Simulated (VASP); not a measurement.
**Al3Pt2: relaxation of cell and atoms with r2SCAN**

Al3Pt2:

```
Al Pt
1.0
     4.20714    0.00000    0.00000
    -2.10357    3.64349    0.00000
     0.00000    0.00000    5.18896
Al Pt
3 2
Direct
  0.00000 0.00000 0.00000
  0.33333 0.66667 0.64683
  0.66667 0.33333 0.35317
  0.33333 0.66667 0.16613
  0.66667 0.33333 0.83387
```

The cell comes from a database or a generator and needn't be the stable form of this composition.

| Property | Result |
| --- | --- |
| Program | VASP 6.6.1 |
| Task | relaxation of cell and atoms |
| Functional | r2SCAN |
| Potentials or basis | VASP PAW PBE potentials, release 64 (Al, Pt) |
| Cutoff | 600 eV |
| k mesh | 12 × 12 × 7 |
| Occupations | methfessel-paxton, width 0.1 eV |
| Spin | no spin polarisation |
| Further INCAR settings | ALGO = Normal; EDIFF = 1e-06; IBRION = 2; EDIFFG = -0.01; NSW = 90; ISIF = 3 |

```
Relaxed volume                         : 15.91 Å³/atom
Relaxed cell                           : a = 4.206 Å, b = 4.206 Å, c = 5.193 Å, α = 90.00°, β = 90.00°, γ = 120.00°
Space group after relaxing (to 0.05 Å) : P-3m1 (No. 164)
Energy gained by relaxing              : 0.0 meV/atom
Ionic steps                            : 4
Pressure after relaxing                : 0.0 GPa
Band gap on the k mesh                 : none (metal or under the smearing width)
```

Forces in eV/Å, atoms in the order of the input:
```
Al   0.000  0.000  0.000
Al   0.000  0.000  0.003
Al   0.000  0.000 -0.003
Pt   0.000  0.000  0.000
Pt   0.000  0.000  0.000
```

Final structure:
```
Al Pt
1.0
     4.20603    0.00000    0.00000
    -2.10302    3.64253    0.00000
     0.00000    0.00000    5.19326
Al Pt
3 2
Direct
  0.00000 0.00000 0.00000
  0.33333 0.66667 0.64681
  0.66667 0.33333 0.35319
  0.33333 0.66667 0.16652
  0.66667 0.33333 0.83348
```

Levels at points of the mesh, in eV from the Fermi level:
| k point | band 11 | band 12 | band 13 | band 14 | band 15 | band 16 | band 17 | band 18 |
| --- | --- | --- | --- | --- | --- | --- | --- | --- |
| (0.00, 0.00, 0.00) | -2.99 | -2.90 | -2.23 | 1.49 | 1.49 | 3.60 | 4.21 | 4.21 |
| (0.50, 0.00, 0.00) | -3.47 | -2.83 | -2.44 | -2.39 | -2.00 | 1.69 | 2.61 | 3.51 |

Wall time 6.4 min on 2 MPI ranks on Intel(R) Xeon(R) 6975P-C (Granite Rapids), on a shared host, peak memory 0.38 GiB a rank.

Caveat: the PAW data sets were made with another functional, which shifts forces and pressure a little. Spin-orbit coupling is left out, which matters for the levels of Pt.
